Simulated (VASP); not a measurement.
# KBr (Fm-3m) in VASP: single point with PBEsol+D3(BJ)

Aim: the single point of KBr with PBEsol+D3(BJ).

Program: VASP 6.6.1. These are calculated values, not measurements. Logs are shortened: lines on timing, memory, paths and dates and some standing lists are left out, and cuts for length are marked.

## 1. The crystal as given

Symmetry: Fm-3m, No. 225, cubic system. Conventional cell: a = 6.600 Å, b = 6.600 Å, c = 6.600 Å, α = 90.00°, β = 90.00°, γ = 90.00°. Br (site symmetry m-3m) is surrounded by 6 K at 3.30 Å. Around K (site symmetry m-3m) lie 6 Br at 3.30 Å.

## 2. Single point, PBEsol+D3(BJ), non-collinear spin, zero start, spin-orbit coupling

File INCAR:

```
ALGO = Fast
EDIFF = 1E-6
ENCUT = 520
GGA = PS
GGA_COMPAT = False
ISIF = 2
ISMEAR = -5
IVDW = 12
LASPH = True
LCHARG = False
LORBIT = 11
LORBMOM = True
LREAL = False
LSORBIT = True
LWAVE = False
MAGMOM = 0 0 0 0 0 0
NBANDS = 28
NELM = 150
PREC = Accurate
SIGMA = 0.1
```

File KPOINTS:

```
k-points
0
Gamma
  7 7 7
```

File POSCAR:

```
KBr
1.0
    0.0000000000      3.3000000000      3.3000000000
    3.3000000000      0.0000000000      3.3000000000
    3.3000000000      3.3000000000      0.0000000000
Br K
1 1
Direct
    0.5000000000      0.5000000000      0.5000000000
    0.0000000000      0.0000000000      0.0000000000
```

Potentials or basis: VASP PAW PBE potentials, release 64 (Br, K_sv).

Launch:

```
$ cat potpaw_PBE.64/Br/POTCAR potpaw_PBE.64/K_sv/POTCAR > POTCAR
$ mpirun -np 1 vasp_ncl > vasp.out
```

OUTCAR:

```text
EDIFF = 1E-6
   ENCUT = 520
   GGA = PS
   ISIF = 2
   ISMEAR = -5
   IVDW = 12
   LASPH = True
   LORBIT = 11
   LREAL = False
   LSORBIT = True
   NELM = 150
   PREC = Accurate
 IVDW          = 12

 ion  position               nearest neighbor table
   1  0.500  0.500  0.500-   2 3.30   2 3.30   2 3.30   2 3.30   2 3.30   2 3.30
   2  0.000  0.000  0.000-   1 3.30   1 3.30   1 3.30   1 3.30   1 3.30   1 3.30

  LATTYP: Found a face centered cubic cell.
 ALAT       =     6.6000000000

  Lattice vectors:

 A1 = (   0.0000000000,   3.3000000000,   3.3000000000)
 A2 = (   3.3000000000,   0.0000000000,   3.3000000000)
 A3 = (   3.3000000000,   3.3000000000,   0.0000000000)

Analysis of symmetry for initial positions (statically):
=====================================================================
 Subroutine PRICEL returns:
 Original cell was already a primitive cell.

 Routine SETGRP: Setting up the symmetry group for a
 face centered cubic supercell.

 Subroutine GETGRP returns: Found 48 space group operations
 (whereof 48 operations were pure point group operations)
 out of a pool of 48 trial point group operations.

The static configuration has the point symmetry O_h .

Analysis of symmetry for dynamics (positions and initial velocities):
=====================================================================
 Subroutine PRICEL returns:
 Original cell was already a primitive cell.

 Routine SETGRP: Setting up the symmetry group for a
 face centered cubic supercell.

 Subroutine GETGRP returns: Found 48 space group operations
 (whereof 48 operations were pure point group operations)
 out of a pool of 48 trial point group operations.

The dynamic configuration has the point symmetry O_h .

Analysis of structural, dynamic, and magnetic symmetry:
=====================================================================
 Subroutine PRICEL returns:
 Original cell was already a primitive cell.

 Routine SETGRP: Setting up the symmetry group for a
 face centered cubic supercell.

 Subroutine GETGRP returns: Found 48 space group operations
 (whereof 48 operations were pure point group operations)
 out of a pool of 48 trial point group operations.

The overall configuration has the point symmetry O_h .

 Subroutine INISYM returns: Found 48 space group operations
 (whereof 48 operations are pure point group operations),
 and found     1 'primitive' translations

----------------------------------------------------------------------------------------

                                     Primitive cell

  volume of cell :      71.8740

  direct lattice vectors                    reciprocal lattice vectors
     0.000000000  3.300000000  3.300000000    -0.151515152  0.151515152  0.151515152
     3.300000000  0.000000000  3.300000000     0.151515152 -0.151515152  0.151515152
     3.300000000  3.300000000  0.000000000     0.151515152  0.151515152 -0.151515152

  length of vectors
     4.666904756  4.666904756  4.666904756     0.262431941  0.262431941  0.262431941

  position of ions in fractional coordinates (direct lattice)
     0.500000000  0.500000000  0.500000000
     0.000000000  0.000000000  0.000000000

  ion indices of the primitive-cell ions
   primitive index   ion index
                 1           1
                 2           2

----------------------------------------------------------------------------------------

 KPOINTS: k-points

Automatic generation of k-mesh.
 Grid dimensions read from file:
 generate k-points for:    7    7    7

 Generating k-lattice:

[... 95 lines left out ...]

 number of electron      16.0000000 magnetization       0.0000000      0.0000000      0.0000000

 number of electron      15.9999997 magnetization      -0.0000000     -0.0000000     -0.0000000

 number of electron      15.9999997 magnetization       0.0000000     -0.0000000     -0.0000000

 number of electron      15.9999997 magnetization      -0.0000000      0.0000000      0.0000000

 Free energy of the ion-electron system (eV)
  ---------------------------------------------------
  ext. energy  EPLUGINS =         0.00000000
  ---------------------------------------------------
  free energy    TOTEN  =        -6.48847982 eV

  energy without entropy =       -6.48847982  energy(sigma->0) =       -6.48847982

 E-fermi :  -1.5638     XC(G=0):  -7.5462

 val. band max:       -1.6671382666   @ k =   0.0000   0.0000   0.0000
 cond. band min:       2.4513970749   @ k =   0.0000   0.0000   0.0000
 fundamental gap:      4.1185353414
 Fermi energy:        -1.5638151657

 k-point     1 :       0.0000    0.0000    0.0000
  band No.  band energies     occupation
      1     -29.4382      1.00000
      2     -29.4382      1.00000
      3     -14.1326      1.00000
      4     -14.1326      1.00000
      5     -13.1577      1.00000
      6     -13.1577      1.00000
[... 609 lines left out ...]
     27       8.6383      0.00000
     28       8.9357      0.00000

------------------------ aborting loop because EDIFF is reached ----------------------------------------

 Edisp (eV)   -0.41156

 E8    (eV) :    -0.2847

  FORCE on cell =-STRESS in cart. coord.  units (eV):
  Direction    XX          YY          ZZ          XY          YZ          ZX
  --------------------------------------------------------------------------------------
  -------------------------------------------------------------------------------------
  Total      -0.54710    -0.54710    -0.54710     0.00000     0.00000    -0.00000
  in kB     -12.19575   -12.19575   -12.19575     0.00000     0.00000    -0.00000
  external pressure =      -12.20 kB  Pullay stress =        0.00 kB

 VOLUME and BASIS-vectors are now :
 -----------------------------------------------------------------------------
  energy-cutoff  :      520.00
  volume of cell :       71.87
      direct lattice vectors                 reciprocal lattice vectors
     0.000000000  3.300000000  3.300000000    -0.151515152  0.151515152  0.151515152
     3.300000000  0.000000000  3.300000000     0.151515152 -0.151515152  0.151515152
     3.300000000  3.300000000  0.000000000     0.151515152  0.151515152 -0.151515152

 POSITION                                       TOTAL-FORCE (eV/Angst)
 -----------------------------------------------------------------------------------
      3.30000      3.30000      3.30000        -0.000000      0.000000     -0.000000
      0.00000      0.00000      0.00000         0.000000     -0.000000      0.000000
 -----------------------------------------------------------------------------------
    total drift:                                0.000000      0.000000      0.000000

  FREE ENERGIE OF THE ION-ELECTRON SYSTEM (eV)
  ---------------------------------------------------
  free  energy   TOTEN  =        -6.9000385561 eV

  energy  without entropy=       -6.9000385561  energy(sigma->0) =       -6.90003856

 orbital moment (x)

 # of ion     p       d       tot
 ----------------------------------------
  1         0.000  -0.000  -0.000
  2         0.000  -0.000  -0.000
 ----------------------------------------
            0.000  -0.000  -0.000

 orbital moment (y)

 # of ion     p       d       tot
 ----------------------------------------
  1         0.000   0.000   0.000
  2         0.000   0.000   0.000
 ----------------------------------------
            0.000   0.000   0.000

 orbital moment (z)

 # of ion     p       d       tot
 ----------------------------------------
  1         0.000   0.000   0.000
  2         0.000   0.000   0.000
 ----------------------------------------
            0.000   0.000   0.000

 Spin-Orbit-Coupling matrix elements

 Ion:    1  E_soc:     -0.0513845
 l=   1
     0.0000000    -0.0085639    -0.0085639
    -0.0085639     0.0000000    -0.0085639
    -0.0085639    -0.0085639     0.0000000
 l=   2
     0.0000000    -0.0000001     0.0000000    -0.0000001    -0.0000002
    -0.0000001     0.0000000    -0.0000001    -0.0000001    -0.0000000
     0.0000000    -0.0000001     0.0000000    -0.0000001     0.0000000
    -0.0000001    -0.0000001    -0.0000001     0.0000000    -0.0000000
    -0.0000002    -0.0000000     0.0000000    -0.0000000     0.0000000
 l=   3
     0.0000000     0.0000000     0.0000000     0.0000000     0.0000000     0.0000000     0.0000000
     0.0000000     0.0000000     0.0000000     0.0000000     0.0000000     0.0000000     0.0000000
     0.0000000     0.0000000     0.0000000     0.0000000     0.0000000     0.0000000     0.0000000
     0.0000000     0.0000000     0.0000000     0.0000000     0.0000000     0.0000000     0.0000000
     0.0000000     0.0000000     0.0000000     0.0000000     0.0000000     0.0000000     0.0000000
     0.0000000     0.0000000     0.0000000     0.0000000     0.0000000     0.0000000     0.0000000
     0.0000000     0.0000000     0.0000000     0.0000000     0.0000000     0.0000000     0.0000000

 Ion:    2  E_soc:     -0.0081462
 l=   1
     0.0000000    -0.0013566    -0.0013566
    -0.0013566     0.0000000    -0.0013566
    -0.0013566    -0.0013566     0.0000000
 l=   2
     0.0000000     0.0000001     0.0000000     0.0000001    -0.0000013
     0.0000001     0.0000000    -0.0000009     0.0000001    -0.0000003
     0.0000000    -0.0000009     0.0000000    -0.0000009     0.0000000
     0.0000001     0.0000001    -0.0000009     0.0000000    -0.0000003
    -0.0000013    -0.0000003     0.0000000    -0.0000003     0.0000000
 l=   3
     0.0000000     0.0000000     0.0000000     0.0000000     0.0000000     0.0000000     0.0000000
     0.0000000     0.0000000     0.0000000     0.0000000     0.0000000     0.0000000     0.0000000
     0.0000000     0.0000000     0.0000000     0.0000000     0.0000000     0.0000000     0.0000000
     0.0000000     0.0000000     0.0000000     0.0000000     0.0000000     0.0000000     0.0000000
     0.0000000     0.0000000     0.0000000     0.0000000     0.0000000     0.0000000     0.0000000
     0.0000000     0.0000000     0.0000000     0.0000000     0.0000000     0.0000000     0.0000000
     0.0000000     0.0000000     0.0000000     0.0000000     0.0000000     0.0000000     0.0000000

 total charge

# of ion       s       p       d       tot
------------------------------------------
    1        1.592   3.282   0.001   4.874
    2        1.956   5.568   0.025   7.549
--------------------------------------------------
tot          3.548   8.850   0.026  12.423

 magnetization (x)

# of ion       s       p       d       tot
------------------------------------------
    1        0.000   0.000   0.000   0.000
    2        0.000   0.000   0.000   0.000
--------------------------------------------------
tot          0.000   0.000   0.000   0.000

 magnetization (y)

# of ion       s       p       d       tot
------------------------------------------
    1       -0.000   0.000   0.000   0.000
    2        0.000   0.000   0.000   0.000
--------------------------------------------------
tot          0.000   0.000   0.000   0.000

 magnetization (z)

# of ion       s       p       d       tot
------------------------------------------
    1       -0.000   0.000   0.000  -0.000
    2       -0.000   0.000   0.000   0.000
--------------------------------------------------
tot         -0.000   0.000   0.000  -0.000
```

Wall time 4.6 min (1 thread of Intel Xeon Platinum 8488C (Sapphire Rapids), shared host); peak memory 0.41 GiB.

Results:

```
Free energy                                           : -6.9000 eV
Pressure                                              : -1.2 GPa
Net moment                                            : 0.00 μB per cell
Valence electrons inside the program's atomic spheres : Br 4.87; K 7.55
Dispersion energy per atom                            : -0.206 eV
```

Moments on the atoms (μB; x, y, z):
```
Br  0.00 0.00 0.00
K   0.00 0.00 0.00
```

Caveat: the PAW data sets were made with another functional, which shifts forces and pressure a little.
